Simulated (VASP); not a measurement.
CdSe (Cadmoselite), 4 atoms in the cell. Symmetry: P6_3mc, No. 186, hexagonal system. Conventional cell: a = 4.310 Å, b = 4.310 Å, c = 7.035 Å, α = 90.00°, β = 90.00°, γ = 120.00°. Cd (site symmetry 3m) is surrounded by 4 Se at 2.64 Å. Se (site symmetry 3m) is surrounded by 4 Cd at 2.64 Å. 

```yaml
Program: VASP 6.6.1
Task: relaxation of cell and atoms
Functional: HSE06
Potentials_or_basis: VASP PAW PBE potentials, release 64 (Cd, Se)
Cutoff: 520 eV
k_mesh: 6 × 6 × 3
Occupations: gaussian, width 0.03 eV
Spin: no spin polarisation
Grid_for_exact_exchange_PRECFOCK: Fast
Screening_parameter: 0.2 1/A
Further_INCAR_settings: ALGO = Normal; EDIFF = 1e-06; IBRION = 2; EDIFFG = -0.01; NSW = 25; ISIF = 3
```

Potentials or basis: VASP PAW PBE potentials, release 64 (Cd, Se).

Run with:

```bash
$ cat potpaw_PBE.64/Cd/POTCAR potpaw_PBE.64/Se/POTCAR > POTCAR
$ cp INCAR.step1 INCAR
$ mpirun -np 4 vasp_std > vasp.out
$ cp INCAR.step2 INCAR
$ mpirun -np 4 vasp_std > vasp.out
```

Hardware: 4 MPI ranks on Intel(R) Xeon(R) Platinum 8488C (Sapphire Rapids), on a shared host.

Task: Estimate the wall time of this run.

Result: It took 44 min on 4 MPI ranks on Intel(R) Xeon(R) Platinum 8488C (Sapphire Rapids), with other jobs on the host, peak memory 0.37 GiB a rank. Counts: scf iterations 30, k points 14, ion steps 3.
